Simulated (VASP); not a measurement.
## InP: band structure with SCAN+rVV10

**The experiment to reproduce.**

From a printed reference work, data compilation, for a bulk crystal of InP at 1.6 K: band gap 1.4236 eV (direct).

InP:

```
In P
1.0
     0.00000    2.93050    2.93050
     2.93050    0.00000    2.93050
     2.93050    2.93050    0.00000
In P
1 1
Direct
  0.00000 0.00000 0.00000
  0.75000 0.75000 0.75000
```

```json
{
  "Program": "VASP 6.6.1",
  "Task": "band structure",
  "Functional": "SCAN",
  "Dispersion": "rVV10",
  "Potentials or basis": "VASP PAW PBE potentials, release 64 (In_d, P)",
  "Cutoff": "520 eV",
  "k mesh": "8 × 8 × 8",
  "Occupations": "gaussian, width 0.1 eV",
  "Spin": "no spin polarisation",
  "Further INCAR settings": "ALGO = Normal; EDIFF = 1e-06"
}
```

The pressure is 0.4 GPa, the band gap on the k mesh is 1.04 eV, direct and the band gap along the path is 1.04 eV, direct.

Levels at the corners of the path, in eV from the valence-band top:
```tsv
point	band 7	band 8	band 9	band 10	band 11	band 12
Γ	0.00	0.00	0.00	1.04	4.37	4.37
X	-5.94	-2.43	-2.43	1.95	2.50	9.77
X	-5.94	-2.43	-2.43	1.95	2.50	9.77
W	-5.79	-3.08	-3.03	4.55	4.76	5.96
W	-5.79	-3.08	-3.03	4.55	4.76	5.96
K	-5.79	-3.44	-2.03	2.59	4.71	7.97
K	-5.79	-3.44	-2.03	2.59	4.71	7.97
Γ	0.00	0.00	0.00	1.04	4.37	4.37
Γ	0.00	0.00	0.00	1.04	4.37	4.37
L	-5.93	-1.02	-1.02	1.77	5.12	5.12
L	-5.93	-1.02	-1.02	1.77	5.12	5.12
U	-5.79	-3.44	-2.03	2.59	4.71	7.97
U	-5.79	-3.44	-2.03	2.59	4.71	7.97
W	-5.79	-3.08	-3.03	4.55	4.76	5.96
W	-5.79	-3.08	-3.03	4.55	4.76	5.96
L	-5.93	-1.02	-1.02	1.77	5.12	5.12
L	-5.93	-1.02	-1.02	1.77	5.12	5.12
K	-5.79	-3.44	-2.03	2.59	4.71	7.97
U	-5.79	-3.44	-2.03	2.59	4.71	7.97
X	-5.94	-2.43	-2.43	1.95	2.50	9.77
```

Wall time 8.8 min on 1 thread of Intel(R) Xeon(R) Platinum 8259CL CPU @ 2.50GHz (Skylake/Cascade Lake), with other jobs on the host, peak memory 0.32 GiB.

A measured gap of InP is 1.4236 eV (direct; 1.6 K; a printed reference work, data compilation); the calculated 1.04 eV misses it by -0.38 eV. Spin-orbit coupling on In is left out. The value is that of SCAN+rVV10, without temperature or zero-point motion.

Caveat: the PAW data sets were made with another functional, which shifts forces and pressure a little; spin-orbit coupling is left out, which moves the levels of the heavy elements.
